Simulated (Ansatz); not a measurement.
TiO2 (Anatase):

```
CELL_PARAMETERS angstrom
-1.89210 1.89210 4.75730
1.89210 -1.89210 4.75730
1.89210 1.89210 -4.75730
ATOMIC_POSITIONS crystal
Ti 0.75000 0.25000 0.50000
Ti 0.00000 0.00000 0.00000
O 0.79190 0.79190 0.00000
O 0.54190 0.04190 0.50000
O 0.95810 0.45810 0.50000
O 0.20810 0.20810 0.00000
```

* Program: Ansatz 0.2.0
* Task: relaxation of cell and atoms
* Functional: PBE
* Potentials or basis: Ansatz NC
* Cutoff: 1240 eV (not typed: the program's choice for these potentials)
* k mesh: 10 × 10 × 10
* Occupations: fermi-dirac, width 0.05 eV
* Spin: no spin polarisation

At the start: volume 11.35 Å³/atom.

**Question.** How do energy, volume and symmetry change on relaxing?

**Answer.** It ends after 7 steps and the volume is 11.66 Å³/atom (+2.7 %); space group I4_1/amd (No. 141, to 0.05 Å).

The path:
| step | energy change (eV) | largest force (eV/Å) | volume (Å³) |
| --- | --- | --- | --- |
| 1 | 0.0000 | 0.0982 | 68.13 |
| 2 | -0.0236 | 0.0313 | 69.30 |
| 3 | -0.0269 | 0.0049 | 69.89 |
| 4 | -0.0272 | 0.0052 | 69.93 |
| 5 | -0.0283 | 0.0053 | 69.93 |
| 6 | -0.0284 | 0.0002 | 69.97 |
| 7 | -0.0284 | 0.0002 | 69.97 |

Final structure:
```
Ti O
1.0
    -1.89922    1.89922    4.84931
     1.89922   -1.89922    4.84931
     1.89922    1.89922   -4.84931
Ti O
2 4
Direct
  0.75000 0.25000 0.50000
  0.00000 0.00000 0.00000
  0.79355 0.79355 0.00000
  0.54355 0.04355 0.50000
  0.95645 0.45645 0.50000
  0.20645 0.20645 0.00000
```

Caveat: the plane-wave basis is chosen anew once the cell has moved, so the energies of steps on either side of that aren't comparable.
